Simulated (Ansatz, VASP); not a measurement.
**CdF2: VASP beside Ansatz**

```
CELL_PARAMETERS angstrom
0.00000 2.72258 2.72258
2.72258 0.00000 2.72258
2.72258 2.72258 0.00000
ATOMIC_POSITIONS crystal
Cd 0.00000 0.00000 0.00000
F 0.25000 0.25000 0.25000
F 0.75000 0.75000 0.75000
```

Alike in both runs: functional PBE; dispersion D3(BJ); k mesh 8 × 8 × 8; no spin polarisation.

Ansatz relaxed the structure, and its values are those at the end. VASP's run is a single point on that final structure, the one shown.

|  | VASP | Ansatz |
| --- | --- | --- |
| version | VASP 6.6.1 | Ansatz 0.2.0 |
| potentials or method | VASP PAW PBE potentials, release 64 (Cd, F) | scalar-relativistic, plane waves, PAW |
| plane-wave cutoff (eV) | 520 | 420 |
| occupations | gaussian, width 0.01 eV | fixed |
| valence electrons in the cell | 26 | 34 |

|  | VASP | Ansatz | Ansatz less VASP |
| --- | --- | --- | --- |
| gap on the k mesh at the Fermi level (eV) | 2.96 | 2.99 | +0.031 |
| least direct gap on the mesh (eV) | 3.49 | 3.52 | +0.028 |
| pressure (GPa) | 0.6 | 0.0 | -0.61 |

The two sets of potentials don't hold the same shells in valence.

A k mesh can miss the band edges.
